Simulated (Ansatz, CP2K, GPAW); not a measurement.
Rb: programs and potentials compared

```
Rb
1.0
     4.85407    0.00000    0.00000
    -1.61802    4.57646    0.00000
    -1.61802   -2.28823    3.96333
Rb
1
Direct
  0.00000 0.00000 0.00000
```

Alike in all runs: task single point; functional PBE; k mesh 7 × 7 × 7; occupations gaussian, width 0.02 eV; no spin polarisation; no spin-orbit coupling. Pressure is positive in compression and, in plane waves, holds the error of the finite cutoff, which Ansatz's Pulay term estimates and takes out.

```csv
program and potentials,plane-wave cutoff (eV),notes,pressure (GPa)
"Ansatz, Ansatz PAW",420,-,?
"GPAW, GPAW PAW data sets (gpaw-data 1.2.1)",600,-,0.08
"CP2K, POTENTIAL_UZH Rb GTH-PBE-q9; TZVP-MOLOPT-PBE-GTH basis",-,atomic basis,0.12
```

Q: Estimate from the other rows what the run with Ansatz, Ansatz PAW gave.

A: Pressure 0.09 GPa. The other rows, which needn't bracket it: pressure 0.08 to 0.12.
